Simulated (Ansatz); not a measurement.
Crystal: MgH2.

```
Mg H
1.0
     0.00000    2.38107    2.38107
     2.38107    0.00000    2.38107
     2.38107    2.38107    0.00000
Mg H
1 2
Direct
  0.00000 0.00000 0.00000
  0.25000 0.25000 0.25000
  0.75000 0.75000 0.75000
```

Measurements of this composition are mostly on another form, of space group No. 136.

| Quantity | Value |
| --- | --- |
| Program | Ansatz 0.2.0 |
| Task | relaxation of cell and atoms |
| Functional | PBEsol |
| Dispersion | D4 |
| Potentials or basis | Ansatz PAW |
| Cutoff | 420 eV (not typed: the program's choice for these potentials) |
| k mesh | 10 × 10 × 10 |
| Occupations | fermi-dirac, width 0.05 eV |
| Spin | no spin polarisation |

At the start: volume 9.00 Å³/atom.

Question: How do energy, volume and symmetry change on relaxing?

Answer: It ends after 4 steps and the volume is 8.66 Å³/atom (-3.8 %); space group Fm-3m (No. 225, to 0.05 Å).

Step by step:
| step | energy change (eV) | largest force (eV/Å) | volume (Å³) |
| --- | --- | --- | --- |
| 1 | 0.0000 | 0.0000 | 27.00 |
| 2 | -0.0079 | 0.0000 | 25.82 |
| 3 | -0.0079 | 0.0000 | 25.99 |
| 4 | -0.0072 | 0.0000 | 25.99 |

Final structure:
```xyz
3
Lattice="0.0000 2.3509 2.3509 2.3509 0.0000 2.3509 2.3509 2.3509 0.0000" Properties=species:S:1:pos:R:3 pbc="T T T"
Mg    0.0000    0.0000    0.0000
H     1.1755    1.1755    1.1755
H     3.5264    3.5264    3.5264
```

Caveat: the plane-wave basis is chosen anew once the cell has moved, so the energies of steps on either side of that aren't comparable; pairwise dispersion overbinds metals, which lowers pressure and volume; the PAW data sets come from PBE, with cores solved anew for the run's functional, which leaves a small shift of forces and pressure.
